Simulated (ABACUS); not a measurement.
# GaP (F-43m) in ABACUS: further runs

One crystal, GaP, is run at these levels: PBE; tasks: band structure, equation of state.

All numbers are computed with ABACUS 3.10.1; they aren't measurements. Logs are shortened: lines on timing, memory, paths and dates and some standing lists are left out, and cuts for length are marked.

**Measured values to compare with.**

“Stacking defects in GaP nanowires: Electronic structure and optical properties”, 2018, arxiv:1810.01194 quotes, for a bulk crystal of GaP at 10 K: band gap 2.34 eV (indirect).

“Phosphorous dimerization in GaP at high pressure”, 2017, arxiv:1709.06667 reports, for a bulk crystal of GaP: bulk modulus 87.5 ± 0.6 GPa.

The results are compared with them further down.

### 1 Starting point

The structure is cubic, space group F-43m (No. 216). The conventional cell has a = 5.451 Å, b = 5.451 Å, c = 5.451 Å, α = 90.00°, β = 90.00°, γ = 90.00°. Around Ga (site symmetry -43m) lie 4 P at 2.36 Å. P (site symmetry -43m) has 4 Ga at 2.36 Å as nearest neighbours.

### 2 Band structure, PBE

File INPUT:

```
INPUT_PARAMETERS
suffix              GaP
calculation         nscf
basis_type          pw
pseudo_dir          ./
symmetry            -1
dft_functional      pbe
ecutwfc             81.0
pseudo_rcut         10
nspin               1
nbands              19
ks_solver           dav
smearing_method     fd
smearing_sigma      0.00367493
scf_thr             1e-08
scf_nmax            100
mixing_type         broyden
mixing_beta         0.7
init_chg            file
pw_diag_thr         1e-07
out_band            1
kpar                4
```

File STRU:

```
ATOMIC_SPECIES
Ga 69.7230 31_Ga_13_1.9_2.4_pbe_n_v1.0.upf
P 30.9738 15_P_5_1.8_1.9_pbe_n_v1.0.upf

LATTICE_CONSTANT
1.8897261246

LATTICE_VECTORS
0.0000000000 2.7252500000 2.7252500000
2.7252500000 0.0000000000 2.7252500000
2.7252500000 2.7252500000 0.0000000000

ATOMIC_POSITIONS
Cartesian

Ga
0.0
1
0.0000000000 0.0000000000 0.0000000000 1 1 1

P
0.0
1
4.0878750000 4.0878750000 4.0878750000 1 1 1
```

File KPT:

```
K_POINTS
12
Line
0.00000000 0.00000000 0.00000000 10 // G
0.50000000 0.00000000 0.50000000 10 // X
0.50000000 0.25000000 0.75000000 10 // W
0.37500000 0.37500000 0.75000000 10 // K
0.00000000 0.00000000 0.00000000 10 // G
0.50000000 0.50000000 0.50000000 10 // L
0.62500000 0.25000000 0.62500000 10 // U
0.50000000 0.25000000 0.75000000 10 // W
0.50000000 0.50000000 0.50000000 10 // L
0.37500000 0.37500000 0.75000000 1 // K
0.62500000 0.25000000 0.62500000 10 // U
0.50000000 0.00000000 0.50000000 1 // X
```

Potentials or basis: SPMS ONCV 1.0 PBE, plane waves.

Run with:

```sh
OMP_NUM_THREADS=1 mpirun -np 4 abacus > log
```

running log:

```text
ABACUS v3.10.1

               Atomic-orbital Based Ab-initio Computation at UStc

 ------------------------------------------------------------------------------------

 READING GENERAL INFORMATION
                           global_out_dir = OUT.GaP/
                           global_in_card = INPUT
                               pseudo_dir = ./
                              orbital_dir =
                                    DSIZE = 4
                                    GSIZE = 1

 READING UNITCELL INFORMATION
                                    ntype = 2
                  lattice constant (Bohr) = 1.88973
              lattice constant (Angstrom) = 1

 READING ATOM TYPE 1
                               atom label = Ga
                      L=0, number of zeta = 1
                      L=1, number of zeta = 1
                      L=2, number of zeta = 1
             number of atom for this type = 1

 READING ATOM TYPE 2
                               atom label = P
                      L=0, number of zeta = 1
                      L=1, number of zeta = 1
                      L=2, number of zeta = 1
             number of atom for this type = 1

                        TOTAL ATOM NUMBER = 2
CARTESIAN COORDINATES ( UNIT =       1.889726124600 Bohr ).
    atom                   x                   y                   z     mag                  vx                  vy                  vz
tauc_Ga1            0.0000000000        0.0000000000        0.0000000000  0.0000        0.0000000000        0.0000000000        0.0000000000
tauc_P1            4.0878750000        4.0878750000        4.0878750000  0.0000        0.0000000000        0.0000000000        0.0000000000

                          Volume (Bohr^3) = 273.178
                             Volume (A^3) = 40.4807

 Lattice vectors: (Cartesian coordinate: in unit of a_0)
                   +0            +2.72525            +2.72525
             +2.72525                  +0            +2.72525
             +2.72525            +2.72525                  +0
 Reciprocal vectors: (Cartesian coordinate: in unit of 2 pi/a_0)
            -0.183469           +0.183469           +0.183469
            +0.183469           -0.183469           +0.183469
            +0.183469           +0.183469           -0.183469
 The esolver type has been set to : ksdft_pw

                PAO radial cut off (Bohr) = 10

 Read in pseudopotential file is 31_Ga_13_1.9_2.4_pbe_n_v1.0.upf
                     pseudopotential type = NC
          exchange-correlation functional = PBE
                 nonlocal core correction = 1
                        valence electrons = 13
                                     lmax = 2
                           number of zeta = 3
                     number of projectors = 6
                           L of projector = 0
                           L of projector = 0
                           L of projector = 1
                           L of projector = 1
                           L of projector = 2
                           L of projector = 2
                PAO radial cut off (Bohr) = 10

 Read in pseudopotential file is 15_P_5_1.8_1.9_pbe_n_v1.0.upf
                     pseudopotential type = NC
          exchange-correlation functional = PBE
                 nonlocal core correction = 1
                        valence electrons = 5
                                     lmax = 2
                           number of zeta = 2
                     number of projectors = 6
                           L of projector = 0
                           L of projector = 0
                           L of projector = 1
                           L of projector = 1
                           L of projector = 2
                           L of projector = 2
     initial pseudo atomic orbital number = 13

 SETUP THE ELECTRONS NUMBER
            electron number of element Ga = 13
      total electron number of element Ga = 13
             electron number of element P = 5
       total electron number of element P = 5
            AUTOSET number of electrons:  = 18
                           occupied bands = 9
                                   NBANDS = 19
                                   NLOCAL = 18

%%%%%%%%%%%%%%%%%%%%%%%%%%%%%%%%%%%%%%%%%%%%%%%%%%%%%%%%%%%%%%%%%%%%%%%%%%%%%%%%%%%%%%%%%%%%%%%%%%%%%%%%%%
 Warning: the number of valence electrons in pseudopotential > 3 for Ga: [Ar] 3d10 4s2 4p1
 Pseudopotentials with additional electrons can yield (more) accurate outcomes, but may be less efficient.
 If you're confident that your chosen pseudopotential is appropriate, you can safely ignore this warning.
%%%%%%%%%%%%%%%%%%%%%%%%%%%%%%%%%%%%%%%%%%%%%%%%%%%%%%%%%%%%%%%%%%%%%%%%%%%%%%%%%%%%%%%%%%%%%%%%%%%%%%%%%%

 SETUP THE PLANE WAVE BASIS
 energy cutoff for charge/potential (unit:Ry) = 324
            fft grid for charge/potential = [ 45, 45, 45 ]
                        fft grid division = [ 1, 1, 1 ]
[... 61 lines left out ...]
 Ga non-local projectors:
 projector 1 L=0
 projector 2 L=0
 projector 3 L=1
 projector 4 L=1
 projector 5 L=2
 projector 6 L=2
 P non-local projectors:
 projector 1 L=0
 projector 2 L=0
 projector 3 L=1
 projector 4 L=1
 projector 5 L=2
 projector 6 L=2
      TOTAL NUMBER OF NONLOCAL PROJECTORS = 36

 Init Non-Local PseudoPotential table :
 Init Non-Local-Pseudopotential done.

                                     npwx = 3395

 Make real space PAO into reciprocal space.
       max mesh points in Pseudopotential = 1001
     dq(describe PAO in reciprocal space) = 0.01
                                    max q = 1084

 number of pseudo atomic orbitals for Ga is 3
WARNING: norm of atomic wavefunction # 2 of atomic type Ga is 0.999997, renormalized
WARNING: norm of atomic wavefunction # 3 of atomic type Ga is 0.998668, renormalized

 number of pseudo atomic orbitals for P is 2
WARNING: norm of atomic wavefunction # 2 of atomic type P is 0.999977, renormalized

 -------------------------------------------
 NONSELF-CONSISTENT
 -------------------------------------------
                                 init_chg = file
 try to read charge from file
 Read in the charge density: OUT.GaP//GaP-CHARGE-DENSITY.restart

 PW ALGORITHM --------------- ION=   1  ELEC=   1--------------------------------
 k(1/102) Iter steps (avg)=11 threshold=1e-07
 k(2/102) Iter steps (avg)=11 threshold=1e-07
 k(3/102) Iter steps (avg)=11 threshold=1e-07
 k(4/102) Iter steps (avg)=10 threshold=1e-07
 k(5/102) Iter steps (avg)=11 threshold=1e-07
 k(6/102) Iter steps (avg)=13 threshold=1e-07
 k(7/102) Iter steps (avg)=15 threshold=1e-07
 k(8/102) Iter steps (avg)=17 threshold=1e-07
 k(9/102) Iter steps (avg)=16 threshold=1e-07
 k(10/102) Iter steps (avg)=23 threshold=1e-07
[... 6 lines left out ...]
 k(17/102) Iter steps (avg)=19 threshold=1e-07
 k(18/102) Iter steps (avg)=20 threshold=1e-07
 k(19/102) Iter steps (avg)=30 threshold=1e-07
 k(20/102) Iter steps (avg)=27 threshold=1e-07
 k(21/102) Iter steps (avg)=28 threshold=1e-07
 k(22/102) Iter steps (avg)=25 threshold=1e-07
 k(23/102) Iter steps (avg)=24 threshold=1e-07
 k(24/102) Iter steps (avg)=20 threshold=1e-07
 k(25/102) Iter steps (avg)=21 threshold=1e-07
 k(26/102) Iter steps (avg)=19 threshold=1e-07
[... levels at 26 k points of this process ...]

 Density error is 0.00000000000
                          Error Threshold = 1.00000000000e-07
----------------------------------------------------------
     Energy           Rydberg                 eV
----------------------------------------------------------
 E_KohnSham     -161.5679846378      -2198.2452054508
 E_KS(sigma->0) -161.5679846370      -2198.2452054396
 E_Harris       -161.5679846378      -2198.2452054508
 E_band         -3.4292889057        -46.6578692051
 E_one_elec     -70.2829125297       -956.2480824395
 E_Hartree      48.6910708933        662.4760058713
 E_xc           -43.4985191117       -591.8277144813
 E_Ewald        -96.4776238881       -1312.6454143789
 E_entropy(-TS) -0.0000000016        -0.0000000224
 E_descf        0.0000000000         0.0000000000
 E_exx          0.0000000000         0.0000000000
 E_Fermi        0.6313844385         8.5904259921
----------------------------------------------------------

 charge density convergence is achieved
 final etot is -2198.2452055 eV
 EFERMI = 8.5904259921 eV

 STATE ENERGY(eV) AND OCCUPATIONS    NSPIN == 1
 1/26 kpoint (Cartesian) = 0.0000 0.0000 0.0000 (3383 pws)
       1       -6.81463      0.0196078
       2       -6.81463      0.0196078
       3       -6.81463      0.0196078
       4       -6.71713      0.0196078
       5       -6.71713      0.0196078
       6       -4.72092      0.0196078
[... 11 lines left out ...]
      18        20.2327        0.00000
      19        20.2327        0.00000

 2/26 kpoint (Cartesian) = 0.0000 0.018347 0.0000 (3395 pws)
       1       -6.81854      0.0196078
       2       -6.81312      0.0196078
       3       -6.81312      0.0196078
       4       -6.71775      0.0196078
       5       -6.71660      0.0196078
       6       -4.67736      0.0196078
[... 11 lines left out ...]
      18        20.3217        0.00000
      19        20.4810        0.00000

 3/26 kpoint (Cartesian) = 0.0000 0.036694 0.0000 (3395 pws)
       1       -6.82938      0.0196078
       2       -6.80871      0.0196078
       3       -6.80871      0.0196078
       4       -6.71969      0.0196078
       5       -6.71507      0.0196078
       6       -4.54784      0.0196078
[... 11 lines left out ...]
      18        20.5883        0.00000
      19        20.9304        0.00000

 4/26 kpoint (Cartesian) = 0.0000 0.055041 0.0000 (3371 pws)
       1       -6.84496      0.0196078
       2       -6.80179      0.0196078
       3       -6.80179      0.0196078
       4       -6.72304      0.0196078
       5       -6.71269      0.0196078
       6       -4.33565      0.0196078
[... 11 lines left out ...]
      18        21.0306        0.00000
      19        21.4081        0.00000

 5/26 kpoint (Cartesian) = 0.0000 0.073388 0.0000 (3351 pws)
       1       -6.86284      0.0196078
       2       -6.79295      0.0196078
       3       -6.79295      0.0196078
       4       -6.72764      0.0196078
       5       -6.70968      0.0196078
       6       -4.04575      0.0196078
[... 11 lines left out ...]
      18        21.6413        0.00000
      19        21.9534        0.00000

 6/26 kpoint (Cartesian) = 0.0000 0.091735 0.0000 (3359 pws)
       1       -6.88088      0.0196078
       2       -6.78301      0.0196078
       3       -6.78301      0.0196078
       4       -6.73310      0.0196078
       5       -6.70635      0.0196078
       6       -3.68504      0.0196078
[... 11 lines left out ...]
      18        22.3938        0.00000
      19        22.6160        0.00000

[... levels at 20 further k points ...]

 --------------------------------------------
 !FINAL_ETOT_IS -2198.245205450815 eV
 --------------------------------------------

 Output bands in file: OUT.GaP/BANDS_1.dat
```

Run time: 8 s. Hardware: 4 MPI ranks of Intel Xeon 6975P-C (Granite Rapids), shared host; peak memory 0.4 GiB.

What came out:

| Item | Value |
| --- | --- |
| Band gap along the path | 1.60 eV, indirect (least direct gap 1.82 eV) |

Levels at the corners of the path, in eV from the Fermi level:
```tsv
point	band 6	band 7	band 8	band 9	band 10	band 11	band 12	band 13
Γ	-13.30	-0.80	-0.80	-0.80	1.01	3.08	3.08	3.08
X	-10.34	-7.56	-3.49	-3.49	0.85	1.02	9.77	9.77
W	-10.25	-7.35	-4.38	-4.22	3.90	4.05	5.30	5.35
K	-10.37	-7.35	-4.74	-3.06	1.38	3.99	7.43	7.45
Γ	-13.30	-0.80	-0.80	-0.80	1.01	3.08	3.08	3.08
L	-11.24	-7.44	-1.92	-1.92	0.86	3.91	3.91	7.48
U	-10.37	-7.35	-4.74	-3.06	1.38	3.99	7.43	7.45
W	-10.25	-7.35	-4.38	-4.22	3.90	4.05	5.30	5.35
L	-11.24	-7.44	-1.92	-1.92	0.86	3.91	3.91	7.48
K	-10.37	-7.35	-4.74	-3.06	1.38	3.99	7.43	7.45
U	-10.37	-7.35	-4.74	-3.06	1.38	3.99	7.43	7.45
X	-10.34	-7.56	-3.49	-3.49	0.85	1.02	9.77	9.77
```

Caveat: the density is read from an earlier self-consistent run, whose mesh may be coarse.

### 3 Equation of state, PBE, 19.03 Å³/atom (volume scaled by 0.94)

File run_abacus.py:

```python
"""ABACUS run from a structure file: ASE reads it, the script writes STRU, KPT and INPUT."""
import re
import subprocess
from ase.io import read
from ase.units import Bohr

atoms = read("POSCAR")
atoms = atoms[(-atoms.numbers).argsort(kind="stable")]  # ABACUS lists atoms element by element
pseudo = {'Ga': '31_Ga_13_1.9_2.4_pbe_n_v1.0.upf', 'P': '15_P_5_1.8_1.9_pbe_n_v1.0.upf'}
orbital = {}
magmoms = None
kmesh = [6, 6, 6]
params = {
    'suffix': 'GaP',
    'calculation': 'scf',
    'basis_type': 'pw',
    'pseudo_dir': './',
    'symmetry': 1,
    'dft_functional': 'pbe',
    'ecutwfc': 81,
    'pseudo_rcut': 10,
    'nspin': 1,
    'nbands': 13,
    'ks_solver': 'dav',
    'smearing_method': 'fd',
    'smearing_sigma': 0.00367493,
    'scf_thr': 1e-08,
    'scf_nmax': 100,
    'mixing_type': 'broyden',
    'mixing_beta': 0.7,
    'cal_force': 1,
    'cal_stress': 1,
    'kpar': 4,
}

symbols = atoms.get_chemical_symbols()
elements = list(dict.fromkeys(symbols))
lines = ["ATOMIC_SPECIES"] + [f"{e} {atoms.get_masses()[symbols.index(e)]:.4f} {pseudo[e]}" for e in elements]
if orbital:
    lines += ["", "NUMERICAL_ORBITAL"] + [orbital[e] for e in elements]
lines += ["", "LATTICE_CONSTANT", f"{1 / Bohr:.10f}", "", "LATTICE_VECTORS"]
lines += [" ".join(f"{x:.10f}" for x in v) for v in atoms.cell]
lines += ["", "ATOMIC_POSITIONS", "Direct"]
for e in elements:
    lines += ["", e, "0.0", str(symbols.count(e))]
    for i, p in enumerate(atoms.get_scaled_positions(wrap=False)):
        if symbols[i] == e:
            mag = "" if magmoms is None else " mag " + " ".join(str(x) for x in (magmoms[i] if isinstance(magmoms[i], list) else [magmoms[i]]))
            lines.append(" ".join(f"{x:.10f}" for x in p) + " 1 1 1" + mag)
open("STRU", "w").write("\n".join(lines) + "\n")
open("KPT", "w").write("K_POINTS\n0\nGamma\n%d %d %d 0 0 0\n" % tuple(kmesh))
open("INPUT", "w").write("INPUT_PARAMETERS\n" + "".join(f"{k:<20s}{v}\n" for k, v in params.items()))

done = subprocess.run(['mpirun', '-np', '4', 'abacus'])
if done.returncode:
    raise SystemExit(done.returncode)
log = open("OUT.GaP/running_scf.log").read()
print("final energy (eV):", re.findall(r"FINAL_ETOT_IS (\S+)", log))
```

File POSCAR:

```
GaP
1.0
    0.0000000000      2.6696170428      2.6696170428
    2.6696170428      0.0000000000      2.6696170428
    2.6696170428      2.6696170428      0.0000000000
Ga P
1 1
Direct
    0.0000000000      0.0000000000      0.0000000000
    0.7500000000      0.7500000000      0.7500000000
```

Potentials or basis: SPMS ONCV 1.0 PBE, plane waves.

Run with:

```sh
OMP_NUM_THREADS=1 python run_abacus.py > log
```

It took 3.7 s on 4 MPI ranks of Intel Xeon 6975P-C (Granite Rapids), shared host; peak memory 0.36 GiB.

It converged, with:

| Property | Result |
| --- | --- |
| Free energy | -2197.9172 eV |
| Pressure | 9.0 GPa |
| Band gap on the k mesh | 1.52 eV, indirect (least direct gap 2.34 eV) |

### 4 Equation of state, PBE, 19.84 Å³/atom (volume scaled by 0.98)

run_abacus.py is that of step 3.

File POSCAR:

```
GaP
1.0
    0.0000000000      2.7069591804      2.7069591804
    2.7069591804      0.0000000000      2.7069591804
    2.7069591804      2.7069591804      0.0000000000
Ga P
1 1
Direct
    0.0000000000      0.0000000000      0.0000000000
    0.7500000000      0.7500000000      0.7500000000
```

Run with:

```sh
OMP_NUM_THREADS=1 python run_abacus.py > log
```

It took 3.4 s on 4 MPI ranks of Intel Xeon 6975P-C (Granite Rapids), shared host; peak memory 0.36 GiB.

Results (log left out):

| Quantity | Value |
| --- | --- |
| Free energy | -2197.9853 eV |
| Pressure | 4.6 GPa |
| Band gap on the k mesh | 1.61 eV, indirect (least direct gap 1.98 eV) |

### 5 Equation of state, PBE, 20.65 Å³/atom (volume scaled by 1.02)

run_abacus.py is that of step 4.

File POSCAR:

```
GaP
1.0
    0.0000000000      2.7432985392      2.7432985392
    2.7432985392      0.0000000000      2.7432985392
    2.7432985392      2.7432985392      0.0000000000
Ga P
1 1
Direct
    0.0000000000      0.0000000000      0.0000000000
    0.7500000000      0.7500000000      0.7500000000
```

Run with:

```sh
OMP_NUM_THREADS=1 python run_abacus.py > log
```

Run time: 3.8 s. Hardware: 4 MPI ranks of Intel Xeon 6975P-C (Granite Rapids), shared host; peak memory 0.36 GiB.

Results (log left out):

```
Free energy            : -2198.0133 eV
Pressure               : 1.0 GPa
Band gap on the k mesh : 1.61 eV, indirect (least direct gap 1.65 eV)
```

### 6 Equation of state, PBE, 21.45 Å³/atom (volume scaled by 1.06)

run_abacus.py is that of step 5.

File POSCAR:

```
GaP
1.0
    0.0000000000      2.7786998443      2.7786998443
    2.7786998443      0.0000000000      2.7786998443
    2.7786998443      2.7786998443      0.0000000000
Ga P
1 1
Direct
    0.0000000000      0.0000000000      0.0000000000
    0.7500000000      0.7500000000      0.7500000000
```

Potentials or basis: SPMS ONCV 1.0 PBE, plane waves.

Run with:

```sh
OMP_NUM_THREADS=1 python run_abacus.py > log
```

It took 3.4 s on 4 MPI ranks of Intel Xeon 6975P-C (Granite Rapids), shared host; peak memory 0.36 GiB.

The run converged. Its results:

- Free energy: -2198.0087 eV
- Pressure: -1.8 GPa
- Band gap on the k mesh: 1.34 eV, direct

### 7 Equation of state, PBE

No new run: the results of the series are fitted here.

What came out:

```yaml
Equilibrium_volume: 20.92 Å³/atom
Bulk_modulus: 77 GPa
Pressure_derivative_of_the_bulk_modulus: "4.5 (rough: it moves with the points fitted)"
```

Energy against volume, from the lowest point:
```csv
volume (Å³/atom),energy (meV/atom)
19.026,48.02
19.836,13.97
20.645,0.00
21.455,2.26
```

### 8 Comparison with measurements

Step 2. Against the measured gap of GaP, 2.34 eV (indirect; 10 K; quoted in “Stacking defects in GaP nanowires: Electronic structure and optical properties”, 2018, arxiv:1810.01194), the calculated 1.60 eV is off by -0.74 eV. Spin-orbit coupling on Ga is left out. The value is that of PBE, without temperature or zero-point motion. Semilocal functionals fall short of measured gaps as a rule.

Step 7. Against the measured bulk modulus of GaP, 87.5 GPa (“Phosphorous dimerization in GaP at high pressure”, 2017, arxiv:1709.06667), the calculated 77 GPa is off by -12.0 %. The fit is for a static lattice scaled at fixed shape and fixed fractional positions.
